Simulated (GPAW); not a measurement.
# InAs (F-43m) in GPAW: a series of runs, part 2 of 2

GPAW 26.7.0. The steps go on from the part before.

## Step 4: Single point, PBE

Contents of run.py:

```python
from ase.dft.bandgap import bandgap
from ase.io import read, write
from ase.units import GPa
from gpaw import GPAW, PW

atoms = read('InAs.xyz')

calc = GPAW(mode=PW(600),
            xc='PBE',
            kpts={'size': (8, 8, 8), 'gamma': True},
            occupations={'name': 'methfessel-paxton', 'order': 0, 'width': 0.023},
            nbands=18,
            convergence={'density': 1e-05, 'energy': 1e-05},
            maxiter=150,
            txt='gpaw.txt')
atoms.calc = calc
energy = atoms.get_potential_energy()
forces = atoms.get_forces()
stress = atoms.get_stress()
calc.write('gs.gpw')
write('result.traj', atoms)
print(f'Energy: {energy:.6f} eV')
print('Forces (eV/A):')
print(forces.round(4))
print('Stress (GPa):', (stress / GPa).round(3))
print('Fermi level:', round(calc.get_fermi_level(), 4), 'eV')
print(f'Gap: {bandgap(calc)[0]:.4f} eV, direct: {bandgap(calc, direct=True)[0]:.4f} eV')
```

Contents of InAs.xyz:

```xyz
2
Lattice="0.0000000000 3.0180000000 3.0180000000 3.0180000000 0.0000000000 3.0180000000 3.0180000000 3.0180000000 0.0000000000" Properties=species:S:1:pos:R:3 pbc="T T T"
In     0.0000000000      0.0000000000      0.0000000000
As     4.5270000000      4.5270000000      4.5270000000
```

Potentials or basis: GPAW PAW data sets (gpaw-data 1.2.1), pw.

Run with:

```bash
$ OMP_NUM_THREADS=1 python run.py
```

gpaw.txt:

```text
__  _  _
 | _ |_)|_||  |
 |__||  | ||/\| - 26.7.0

Input parameters:
  mode=PW(ecut=600.0),
  convergence={'density': 1e-05, 'energy': 1e-05},
  kpts=MonkhorstPack(size=(8, 8, 8), gamma=True),
  maxiter=150,
  nbands=18,
  occupations=Occupations(name='methfessel-paxton', order=0, width=0.023),
  xc=XC(name='PBE')

Diagonalizing LCAO Hamiltonian
Converting LCAO to pw mode

                     As

       In

Atoms  # Å, Bohr magnetons
|   | symbol |        x |        y |        z |    initial magnetic moments |
|---|--------|----------|----------|----------|-----------------------------|
| 0 |     In | 0.000000 | 0.000000 | 0.000000 | ( 0.0000,  0.0000,  0.0000) |
| 1 |     As | 4.527000 | 4.527000 | 4.527000 | ( 0.0000,  0.0000,  0.0000) |

Unit cell  # Å
| periodic |        x |        y |        z |  lengths |    angles |
|----------|----------|----------|----------|----------|-----------|
|      yes | 0.000000 | 3.018000 | 3.018000 | 4.268097 | 60.000000 |
|      yes | 3.018000 | 0.000000 | 3.018000 | 4.268097 | 60.000000 |
|      yes | 3.018000 | 3.018000 | 0.000000 | 4.268097 | 60.000000 |

Number of symmetries: 24
Symmetry operations  # r_c * U_cc + t_c -> r_c
|    | kind |            matrix            |
|----|------|------------------------------|
|  0 |  E   |  1, 0, 0,  0, 1, 0,  0, 0, 1 |
|  1 |  σ   |  1, 0, 0,  0, 0, 1,  0, 1, 0 |
|  2 |  σ   |  1, 0,-1,  0, 1,-1,  0, 0,-1 |
|  3 |  C3  |  1, 0,-1,  0, 0,-1,  0, 1,-1 |
|  4 |  C3  |  1,-1, 0,  0,-1, 1,  0,-1, 0 |
|  5 |  σ   |  1,-1, 0,  0,-1, 0,  0,-1, 1 |
|  6 |  σ   |  0, 1, 0,  1, 0, 0,  0, 0, 1 |
|  7 |  C3  |  0, 1, 0,  0, 0, 1,  1, 0, 0 |
|  8 |  C2  |  0, 1,-1,  1, 0,-1,  0, 0,-1 |
|  9 |  S4  |  0, 1,-1,  0, 0,-1,  1, 0,-1 |
| 10 |  C3  |  0, 0, 1,  1, 0, 0,  0, 1, 0 |
| 11 |  σ   |  0, 0, 1,  0, 1, 0,  1, 0, 0 |
| 12 |  S4  |  0, 0,-1,  1, 0,-1,  0, 1,-1 |
| 13 |  C3  |  0, 0,-1,  0, 1,-1,  1, 0,-1 |
| 14 |  S4  |  0,-1, 1,  1,-1, 0,  0,-1, 0 |
| 15 |  C2  |  0,-1, 1,  0,-1, 0,  1,-1, 0 |
| 16 |  C3  |  0,-1, 0,  1,-1, 0,  0,-1, 1 |
| 17 |  S4  |  0,-1, 0,  0,-1, 1,  1,-1, 0 |
| 18 |  S4  | -1, 1, 0, -1, 0, 1, -1, 0, 0 |
| 19 |  C3  | -1, 1, 0, -1, 0, 0, -1, 0, 1 |
| 20 |  C3  | -1, 0, 1, -1, 1, 0, -1, 0, 0 |
| 21 |  S4  | -1, 0, 1, -1, 0, 0, -1, 1, 0 |
| 22 |  σ   | -1, 0, 0, -1, 1, 0, -1, 0, 1 |
| 23 |  C2  | -1, 0, 0, -1, 0, 1, -1, 1, 0 |

BZ-sampling:
  Number of BZ points: 512
  Number of IBZ points: 29

  Monkhorst-Pack size: [8, 8, 8]
  Monkhorst-Pack shift: [0.0625, 0.0625, 0.0625]

K-points  # in reciprocal-cell coordinates
|     |                                coordinates |     weight |
|-----|--------------------------------------------|------------|
|   0 | (  0.00000000,   0.00000000,   0.00000000) | 0.00195312 |
|   1 | (  0.12500000,   0.12500000,   0.00000000) | 0.01171875 |
|   2 | (  0.12500000,   0.12500000,   0.12500000) | 0.01562500 |
|   3 | (  0.25000000,   0.12500000,   0.12500000) | 0.02343750 |
|   4 | (  0.25000000,   0.25000000,   0.00000000) | 0.01171875 |
|   5 | (  0.25000000,   0.25000000,   0.12500000) | 0.04687500 |
|   6 | (  0.25000000,   0.25000000,   0.25000000) | 0.01562500 |
|   7 | (  0.37500000,   0.25000000,  -0.37500000) | 0.04687500 |
|   8 | (  0.37500000,   0.25000000,   0.12500000) | 0.04687500 |
|   9 | (  0.37500000,   0.25000000,   0.25000000) | 0.04687500 |
| ... |                                            |            |
|  28 | (  0.50000000,   0.50000000,   0.50000000) | 0.00781250 |

Plane wave coefficients: 1856
Cutoff: 600.0 eV

Spin-components: 1 (collinear spins)
Bands:           18
Projectors:      11
Spin-degeneracy: 2
Datatype:        complex128

Parallelization:
  kpt:    1
  domain: 1
  band:   1

Density:
  Valence electrons: 18.0
  Components: 1
  Grid points: [25 25 25]
  Charge: 0.0  # |e|

Potential:
  Grid points: [25 25 25]

species:
  In:
    name:    Indium
    Z:       49.0
    valence: 13
    core:    36
    charge:  0.0  # [|e|]
    compensation charges:
      type: gauss
      rc: 0.36  # [Å]
      lmax: 2
    cutoffs:
      filter: 2.09  # [Å]
      core: 2.48  # [Å]
    projectors
    | kind |    occ | energy [eV] | rcut [Å] |
    |------|--------|-------------|----------|
    |   5s |  2.000 |      -8.203 |    1.185 |
    |   5p |  1.000 |      -2.521 |    1.244 |
    |   4d | 10.000 |     -18.629 |    1.148 |
    |    s |        |      19.008 |    1.185 |
    |    p |        |      24.691 |    1.244 |
    |    d |        |       8.583 |    1.148 |

    Using partial waves for In as LCAO basis

  As:
    name:    Arsenic
    Z:       33.0
    valence: 5
    core:    28
    charge:  0.0  # [|e|]
    compensation charges:
      type: gauss
      rc: 0.33  # [Å]
      lmax: 2
    cutoffs:
      filter: 1.87  # [Å]
      core: 2.96  # [Å]
    projectors
    | kind |    occ | energy [eV] | rcut [Å] |
    |------|--------|-------------|----------|
    |   4s |  2.000 |     -14.487 |    1.058 |
    |   4p |  3.000 |      -5.196 |    1.058 |
    |    s |        |      12.725 |    1.058 |
    |    p |        |      22.016 |    1.058 |
    |    d |        |       0.000 |    1.058 |

    Using partial waves for As as LCAO basis

Reference energy: -221478.393260  # eV

eigensolver:
  PPCG
  Converge bands: occupied
  niter=2

density mixing:
  MSR1-Mixer
  Pratt-step length: 0.05
  Maximum mixing coefficient: 0.75
  Old densities: 10
  SVD Regularization: 0.005
  Good broyden scale: 1.0
  Trust region scale: 1.0
  Backstep threshold: 4.0
  History deletion threshold: 6.0
  Fourier metric: weight=20.0, sigma=0.015

occupation numbers:
  Methfessel-Paxton:
    width: 0.0230  # eV
    order: 0

poisson solver:
  ecut: 4800.0  # eV

xc functional:
  name: PBE with 2 nearest neighbor stencil

convergence criteria:
- Maximum integral of absolute [dens]ity change: 1e-05 electrons / valence electron
- Maximum [total energy] change in last 3 cyles: 1e-05 eV / valence electron
- Maximum integral of absolute [eigenst]ate change: 4e-08 eV^2 / valence electron
maximum number of iterations: 150

SCF iterations
|iter     | |      energy | eigst |  dens |
|---------|-|-------------|-------|-------|
|iter:   1| |   -8.118331 | -0.34 |       |
|iter:   2| |   -8.073574 | -2.36 | -1.17 |
|iter:   3| |   -7.903440 | -1.93 | -1.21 |
|iter:   4| |   -7.904596 | -3.32 | -1.81 |
|iter:   5| |   -7.904703 | -4.10 | -2.33 |
|iter:   6| |   -7.904731c| -5.65 | -3.12 |
|iter:   7| |   -7.904734c| -6.66 | -3.56 |
|iter:   8| |   -7.904734c| -8.15c| -4.63 |
|iter:   9| |   -7.904734c| -8.40c| -5.36c|

Converged in 9 steps
Energy contributions relative to reference atoms: (reference = -221478.393260)

Energy contributions:
  Kinetic:          27.002235
  Coulomb:         -24.729314
  Zero:              0.139461
  External:          0.000000
  Xc:              -10.317081
  Entropy:          -0.000069
  Spinorbit:         0.000000
  ----------------------------
  Free energy:      -7.904768
  Extrapolated:     -7.904734

dipole moment: (-17.118219, -17.118219, -17.118219)  # |e|*Ang

Fermi level: 4.911
Eigenvalues  # (at kpt = [0.000, 0.000, 0.000])
| band index |      eig [eV] | occ [0-2] |
|------------|---------------|-----------|
|          0 |        -9.407 |     2.000 |
|        ... |               |           |
|          2 |        -9.407 |     2.000 |
|          3 |        -9.278 |     2.000 |
|          4 |        -9.278 |     2.000 |
|          5 |        -6.992 |     2.000 |
|          6 |         4.743 |     2.000 |
|          7 |         4.904 |     1.333 |
[... 8 lines left out ...]
|         16 |        15.399 |     0.000 |
|         17 |        15.399 |     0.000 |

No gap
No difference between direct/indirect transitions

Forces  # eV/Ang
|        x |        y |        z |
|----------|----------|----------|
| -0.00000 |  0.00000 | -0.00000 |  # In   0
|  0.00000 | -0.00000 | -0.00000 |  # As   1

Stress tensor  # eV/Ang^3
|         x |         y |         z |
|-----------|-----------|-----------|
| -0.025243 | -0.000000 | -0.000000 |
| -0.000000 | -0.025243 |  0.000000 |
| -0.000000 |  0.000000 | -0.025243 |

# Writing to gs.gpw (mode='')
```

It took 26 s on 1 thread of Arm Neoverse N1, shared host; peak memory 0.16 GiB.

What came out:

* Free energy: -7.9048 eV
* Pressure: 4.0 GPa
* Band gap on the k mesh: none (metal or under the smearing width)

Caveat: this crystal is a semiconductor, whose small gap the functional closes, so the metal is an error of the method.

## Step 5: Single point, PBE

Changes to run.py since step 4:

```diff
@@ -5,3 +5,3 @@
 
-atoms = read('InAs.xyz')
+atoms = read('POSCAR')
 
@@ -10,3 +10,3 @@
             kpts={'size': (8, 8, 8), 'gamma': True},
-            occupations={'name': 'methfessel-paxton', 'order': 0, 'width': 0.023},
+            occupations={'name': 'methfessel-paxton', 'order': 0, 'width': 0.024},
             nbands=18,
```

Contents of POSCAR:

```
InAs
1.0
    0.0000000000      3.0180000000      3.0180000000
    3.0180000000      0.0000000000      3.0180000000
    3.0180000000      3.0180000000      0.0000000000
In As
1 1
Direct
    0.0000000000      0.0000000000      0.0000000000
    0.7500000000      0.7500000000      0.7500000000
```

Run with:

```bash
$ OMP_NUM_THREADS=1 python run.py
```

Run time: 26 s. Hardware: 1 thread of Arm Neoverse N1, shared host; peak memory 0.16 GiB.

It converged, with:

- Free energy: -7.9048 eV
- Pressure: 4.0 GPa
- Band gap on the k mesh: none (metal or under the smearing width)

Levels at points of the mesh, in eV from the Fermi level:
```
           k point  band 6  band 7  band 8  band 9  band 10  band 11  band 12  band 13
(0.00, 0.00, 0.00)  -11.90   -0.17   -0.01   -0.01    -0.01     3.89     3.89     3.89
(0.50, 0.50, 0.00)   -9.86   -5.86   -2.36   -2.36     1.53     2.07     9.22     9.30
(0.50, 0.50, 0.50)  -10.41   -5.80   -1.01   -1.01     0.97     4.67     4.67     6.87
```

Caveat: this crystal is a semiconductor, whose small gap the functional closes, so the metal is an error of the method.

## Step 6: Overview

| smearing | gap on the mesh (eV) | pressure (GPa) |
| --- | --- | --- |
| gaussian 0.021 eV | none | 4.0 |
| gaussian 0.022 eV | none | 4.0 |
| gaussian 0.023 eV | none | 4.0 |
| gaussian 0.024 eV | none | 4.0 |

Alike in all rows: task single point; level PBE; potentials or basis GPAW PAW data sets (gpaw-data 1.2.1), pw; no spin polarisation; cell as given; k mesh 8 × 8 × 8; cutoff (eV) 600.

Every run on the cell as given and a fine mesh finds a metal.

Caveats: this crystal is a semiconductor, whose small gap the functional closes, so the metal is an error of the method.

Total energies depend on the potentials used, so only differences within one code and one set of settings carry meaning.

## Step 7: Comparison with measurements

Step 2. Measured gap of InAs: 0.418 eV (direct; 4.2 K; a printed reference work, data compilation). This calculation gives 0.00 eV (-0.42 eV). Spin-orbit coupling on As, In is left out. The value is that of PBE on a finite k mesh, which can miss the band edges, without temperature or zero-point motion. Semilocal functionals fall short of measured gaps as a rule.

Step 3. Measured gap of InAs: 0.418 eV (direct; 4.2 K; a printed reference work, data compilation). This calculation gives 0.00 eV (-0.42 eV). Spin-orbit coupling on As, In is left out. The value is that of PBE on a finite k mesh, which can miss the band edges, without temperature or zero-point motion. Semilocal functionals fall short of measured gaps as a rule.

Step 4. Against the measured gap of InAs, 0.418 eV (direct; 4.2 K; a printed reference work, data compilation), the calculated 0.00 eV is off by -0.42 eV. Spin-orbit coupling on As, In is left out. The value is that of PBE on a finite k mesh, which can miss the band edges, without temperature or zero-point motion. Semilocal functionals fall short of measured gaps as a rule.

Step 5. Measured gap of InAs: 0.418 eV (direct; 4.2 K; a printed reference work, data compilation). This calculation gives 0.00 eV (-0.42 eV). Spin-orbit coupling on As, In is left out. The value is that of PBE on a finite k mesh, which can miss the band edges, without temperature or zero-point motion. Semilocal functionals fall short of measured gaps as a rule.
